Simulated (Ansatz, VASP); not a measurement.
Two plane-wave programs on HfO2

POSCAR

```
HfO2
1.0
    0.0000000000      2.4027029384      2.4027029384
    2.4027029384      0.0000000000      2.4027029384
    2.4027029384      2.4027029384      0.0000000000
Hf O
1 2
Direct
    0.0000000000      0.0000000000      0.0000000000
    0.2500000000      0.2500000000      0.2500000000
    0.7500000000      0.7500000000      0.7500000000
```

The input INCAR.step1:

```
PREC = Accurate ; ENCUT = 520
ISMEAR = 0 ; SIGMA = 0.05
LREAL = False ; LASPH = True
NELM = 60 ; NBANDS = 18
GGA = PE ; ALGO = Normal
EDIFF = 1E-4 ; LWAVE = True
LCHARG = False
```

Contents of INCAR.step2:

```
PREC = Accurate ; ENCUT = 520
EDIFF = 1E-6 ; ISMEAR = 0
SIGMA = 0.05 ; LREAL = False
LASPH = True ; NELM = 60
ALGO = Normal ; ISIF = 2
LWAVE = False ; LCHARG = False
METAGGA = R2SCAN ; LMIXTAU = True
NBANDS = 18 ; ISTART = 1
```

KPOINTS

```
Automatic mesh
0
Gamma
  8 8 8
```

Input for Ansatz:

```yaml
crystal:
  lattice:
    - [0.0, 2.4027029384, 2.4027029384]
    - [2.4027029384, 0.0, 2.4027029384]
    - [2.4027029384, 2.4027029384, 0.0]
  atoms:
    - { symbol: Hf, position: [0.0, 0.0, 0.0] }
    - { symbol: O, position: [0.25, 0.25, 0.25] }
    - { symbol: O, position: [0.75, 0.75, 0.75] }
basis:
  ecutwfc: 500
kpoints:
  mp_grid: { grid: [8, 8, 8] }
hamiltonian:
  xc: r2scan
scf:
  occupations: { method: gaussian, width: 0.05 }
output:
  forces: true
  stress: true
  eigenvalues: true
```

Change from the starting cell: strain -0.050 along x and y, -0.050 along z, atoms carried along.

Alike in both runs: task single point; functional r2SCAN; k mesh 8 × 8 × 8; occupations gaussian, width 0.05 eV; no spin polarisation.

|  | VASP | Ansatz |
| --- | --- | --- |
| version | VASP 6.6.1 | Ansatz 0.2.0 |
| potentials or method | VASP PAW PBE potentials, release 64 (Hf_pv, O) | scalar-relativistic, plane waves, PAW |
| plane-wave cutoff (eV) | 520 | 500 |
| valence electrons in the cell | 22 | 38 |

|  | VASP | Ansatz | Ansatz less VASP |
| --- | --- | --- | --- |
| gap on the k mesh at the Fermi level (eV) | 4.77 | 4.70 | -0.070 |
| least direct gap on the mesh (eV) | 4.77 | 4.70 | -0.070 |
| pressure (GPa) | 52.0 | 57.4 | +5.39 |

The two sets of potentials don't hold the same shells in valence.

Caveats: so large a pressure means that the cell lies far from this level's equilibrium, or that cutoff or potentials fall short (VASP); the potentials were made for another functional, which shifts forces and pressure (VASP); spin-orbit coupling is left out, which moves the levels of the heavy elements. A k mesh can miss the band edges.
